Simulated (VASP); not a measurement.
# Sb (P6_3/mmc) in VASP: equation of state, part 2 of 2

VASP 6.6.1.

### 4 Equation of state, PBEsol, 26.12 Å³/atom (volume scaled by 0.98)

INCAR

```
SYSTEM = Sb
PREC = Accurate ; ENCUT = 520
EDIFF = 1E-7 ; ISMEAR = -1
SIGMA = 0.05 ; LREAL = .False.
LASPH = .True. ; NELM = 100
ALGO = Normal ; ISIF = 2
LWAVE = .False. ; LCHARG = .False.
GGA = PS ; NBANDS = 12
```

KPOINTS

```
regular mesh
0
Gamma
  9 9 5
  0 0 0
```

POSCAR

```
Sb
1.0
    3.3320180998      0.0000000000      0.0000000000
   -1.6660090499      2.8856123203      0.0000000000
    0.0000000000      0.0000000000      5.4334470562
Sb
2
Direct
    0.6666666667      0.3333333333      0.7500000000
    0.3333333333      0.6666666667      0.2500000000
```

Launch:

```sh
$ cat potpaw_PBE.64/Sb/POTCAR > POTCAR
$ mpirun -np 1 vasp_std > vasp.out
```

It took 21 s on 1 thread of AMD EPYC 7R13 (Zen 3), shared host; peak memory 0.15 GiB.

Results (log left out):

```yaml
Free_energy: -8.6889 eV
Pressure: -0.4 GPa
Band_gap_on_the_k_mesh: none (metal or under the smearing width)
```

Caveat: the PAW data sets were made with another functional, which shifts forces and pressure a little.

### 5 Equation of state, PBEsol, 27.19 Å³/atom (volume scaled by 1.02)

INCAR is that of step 4.

KPOINTS is that of step 4.

POSCAR

```
Sb
1.0
    3.3767485125      0.0000000000      0.0000000000
   -1.6883742563      2.9243499940      0.0000000000
    0.0000000000      0.0000000000      5.5063879352
Sb
2
Direct
    0.6666666667      0.3333333333      0.7500000000
    0.3333333333      0.6666666667      0.2500000000
```

Launch:

```sh
$ cat potpaw_PBE.64/Sb/POTCAR > POTCAR
$ mpirun -np 1 vasp_std > vasp.out
```

Run time: 23 s. Hardware: 1 thread of AMD EPYC 7R13 (Zen 3), shared host; peak memory 0.14 GiB.

Results (log left out):

| Quantity | Value |
| --- | --- |
| Free energy | -8.6676 eV |
| Pressure | -2.8 GPa |
| Band gap on the k mesh | none (metal or under the smearing width) |

Caveat: the PAW data sets were made with another functional, which shifts forces and pressure a little.

### 6 Equation of state, PBEsol, 27.72 Å³/atom (volume scaled by 1.04)

INCAR is that of step 5.

KPOINTS is that of step 5.

POSCAR

```
Sb
1.0
    3.3986760653      0.0000000000      0.0000000000
   -1.6993380327      2.9433398118      0.0000000000
    0.0000000000      0.0000000000      5.5421447030
Sb
2
Direct
    0.6666666667      0.3333333333      0.7500000000
    0.3333333333      0.6666666667      0.2500000000
```

Potentials or basis: VASP PAW PBE potentials, release 64 (Sb).

Launch:

```sh
$ cat potpaw_PBE.64/Sb/POTCAR > POTCAR
$ mpirun -np 1 vasp_std > vasp.out
```

Run time: 17 s. Hardware: 1 thread of AMD EPYC 7R13 (Zen 3), shared host; peak memory 0.15 GiB.

It converged, with:

```
Free energy            : -8.6458 eV
Pressure               : -3.8 GPa
Band gap on the k mesh : none (metal or under the smearing width)
```

Caveat: the PAW data sets were made with another functional, which shifts forces and pressure a little.

### 7 Equation of state, PBEsol, 28.25 Å³/atom (volume scaled by 1.06)

INCAR is that of step 6.

KPOINTS is that of step 6.

POSCAR

```
Sb
1.0
    3.4203242672      0.0000000000      0.0000000000
   -1.7101621336      2.9620877046      0.0000000000
    0.0000000000      0.0000000000      5.5774459394
Sb
2
Direct
    0.6666666667      0.3333333333      0.7500000000
    0.3333333333      0.6666666667      0.2500000000
```

Potentials or basis: VASP PAW PBE potentials, release 64 (Sb).

Launch:

```sh
$ cat potpaw_PBE.64/Sb/POTCAR > POTCAR
$ mpirun -np 1 vasp_std > vasp.out
```

OUTCAR:

```text
SYSTEM = Sb
   PREC = Accurate
   ENCUT = 520
   EDIFF = 1E-7
   ISMEAR = -1
   LREAL = .False.
   LASPH = .True.
   NELM = 100
   ISIF = 2
   GGA = PS

 Found     36 irreducible k-points:

 Following reciprocal coordinates:
            Coordinates               Weight
  0.000000  0.000000  0.000000      1.000000
  0.111111  0.000000  0.000000      6.000000
  0.222222  0.000000  0.000000      6.000000
  0.333333  0.000000  0.000000      6.000000
  0.444444  0.000000  0.000000      6.000000
  0.111111  0.111111  0.000000      6.000000
   k-points           NKPTS =     36   k-points in BZ     NKDIM =     36   number of bands    NBANDS=     12
   number of dos      NEDOS =    301   number of ions     NIONS =      2
   total plane-waves  NPLWV =  32928
   dimension x,y,z NGX =    28 NGY =   28 NGZ =   42
   dimension x,y,z NGXF=    56 NGYF=   56 NGZF=   84
   ions per type =               2
   NGX,Y,Z   is equivalent  to a cutoff of  13.61, 13.61, 12.52 a.u.
   NGXF,Y,Z  is equivalent  to a cutoff of  27.22, 27.22, 25.04 a.u.
 SYSTEM =  Sb
   PREC   = accura    normal or accurate (medium, high low for compatibility)
   ISTART =      0    job   : 0-new  1-cont  2-samecut
   ICHARG =      2    charge: 1-file 2-atom 10-const
   ISPIN  =      1    spin polarized calculation?
   LNONCOLLINEAR =      F non collinear calculations
   LSORBIT =      F    spin-orbit coupling
[... 70 lines left out ...]
     10      16.6309      0.00000
     11      17.5081      0.00000
     12      17.5081      0.00000
[... 61 lines left out ...]
 k-point     6 :       0.1111    0.1111    0.0000
  band No.  band energies     occupation
      1      -4.1922      2.00000
      2      -0.7836      2.00000
      3       2.8802      2.00000
      4       7.7002      0.71592
      5       8.6434      0.00000
      6      10.8893      0.00000
      7      11.7298      0.00000
      8      11.9819      0.00000
      9      15.3636      0.00000
     10      15.9568      0.00000
     11      16.3248      0.00000
     12      17.0741      0.00000

 [... further k-points ...]

------------------------ aborting loop because EDIFF is reached ----------------------------------------

  FORCE on cell =-STRESS in cart. coord.  units (eV):
  Direction    XX          YY          ZZ          XY          YZ          ZX
  --------------------------------------------------------------------------------------
  -------------------------------------------------------------------------------------
  Total       -1.6224630     -1.6224630     -1.7504749      0.0000000      0.0000000     -0.0000000
  in kB      -46.0028594    -46.0028594    -49.6324709      0.0000000      0.0000000     -0.0000000
  external PRESSURE =     -47.2127299 kB  Pullay stress =       0.0000000 kB

 VOLUME and BASIS-vectors are now :
 -----------------------------------------------------------------------------
  energy-cutoff  :      520.00
  volume of cell :       56.51
      direct lattice vectors                 reciprocal lattice vectors
     3.420324267  0.000000000  0.000000000     0.292369940  0.168799863  0.000000000
    -1.710162134  2.962087705  0.000000000     0.000000000  0.337599727  0.000000000
     0.000000000  0.000000000  5.577445939     0.000000000  0.000000000  0.179293535

 POSITION                                       TOTAL-FORCE (eV/Angst)
 -----------------------------------------------------------------------------------
      1.71016      0.98736      4.18308        -0.000000      0.000000      0.000000
     -0.00000      1.97473      1.39436         0.000000      0.000000      0.000000
 -----------------------------------------------------------------------------------
    total drift:                               -0.000000      0.000000      0.000000

  FREE ENERGIE OF THE ION-ELECTRON SYSTEM (eV)
  ---------------------------------------------------
  free  energy   TOTEN  =        -8.6175143986 eV

  energy  without entropy=       -8.6058474561  energy(sigma->0) =       -8.61168093
```

OSZICAR:

```text
N       E                     dE             d eps       ncg     rms          rms(c)
DAV:   1     0.330634585619E+02    0.33063E+02   -0.35042E+03   864   0.657E+02
DAV:   2    -0.687497667116E+01   -0.39938E+02   -0.38721E+02  1156   0.105E+02
DAV:   3    -0.862030590387E+01   -0.17453E+01   -0.17357E+01  1104   0.251E+01
DAV:   4    -0.863341344444E+01   -0.13108E-01   -0.13107E-01   972   0.266E+00
DAV:   5    -0.863355377985E+01   -0.14034E-03   -0.14034E-03  1052   0.300E-01    0.212E+00
DAV:   6    -0.862293320565E+01    0.10621E-01   -0.55811E-03   952   0.349E-01    0.119E+00
DAV:   7    -0.861751421942E+01    0.54190E-02   -0.10110E-02   912   0.472E-01    0.502E-02
DAV:   8    -0.861751547553E+01   -0.12561E-05   -0.12952E-04  1052   0.822E-02    0.135E-02
DAV:   9    -0.861751561590E+01   -0.14037E-06   -0.19952E-06   972   0.109E-02    0.325E-03
DAV:  10    -0.861751471826E+01    0.89764E-06   -0.38607E-07  1000   0.343E-03    0.314E-03
DAV:  11    -0.861751437988E+01    0.33838E-06   -0.10444E-08   624   0.744E-04    0.196E-04
DAV:  12    -0.861751439856E+01   -0.18678E-07   -0.13222E-09   496   0.272E-04
   1 F= -.86175144E+01 E0= -.86116809E+01  d E =-.116669E-01
```

stdout:

```text
POSCAR found type information on POSCAR Sb
 POSCAR found :  1 types and       2 ions
 scaLAPACK will be used
 -----------------------------------------------------------------------------
|                                                                             |
|                                                                             |
|     You enforced a specific xc type in the INCAR file but a different       |
|     I HOPE YOU KNOW WHAT YOU ARE DOING!                                     |
|                                                                             |
 -----------------------------------------------------------------------------

 LDA part: xc-table for (Slater+PW92), standard interpolation
 POSCAR, INCAR and KPOINTS ok, starting setup
 FFT: planning ... GRIDC
 FFT: planning ... GRID_SOFT
 FFT: planning ... GRID
 WAVECAR not read
 entering main loop
```

Wall time 21 s (1 thread of AMD EPYC 7R13 (Zen 3), shared host); peak memory 0.15 GiB.

Results:

| Item | Value |
| --- | --- |
| Free energy | -8.6175 eV |
| Pressure | -4.7 GPa |
| Band gap on the k mesh | none (metal or under the smearing width) |

Caveat: the PAW data sets were made with another functional, which shifts forces and pressure a little.

### 8 Equation of state, PBEsol

Potentials or basis: VASP PAW PBE potentials, release 64 (Sb).

This step only gathers the single runs of the series.

Results:

| Item | Value |
| --- | --- |
| Equilibrium volume | 25.98 Å³/atom |
| Bulk modulus at fixed shape and positions | 67 GPa |
| Pressure derivative of the bulk modulus | 4.3 (rough: it moves with the points fitted) |

Energy against volume, from the lowest point:
| volume (Å³/atom) | energy (meV/atom) |
| --- | --- |
| 25.055 | 7.20 |
| 25.588 | 1.08 |
| 26.121 | 0.00 |
| 26.654 | 3.35 |
| 27.187 | 10.64 |
| 27.720 | 21.53 |
| 28.253 | 35.70 |

Caveat: the cell was scaled at fixed shape and fractional positions, which overstates the stiffness of a crystal with free parameters, most of all of layers and chains; the PAW data sets were made with another functional, which shifts forces and pressure a little. The run has no spin-orbit coupling, so splittings on Sb are missing.
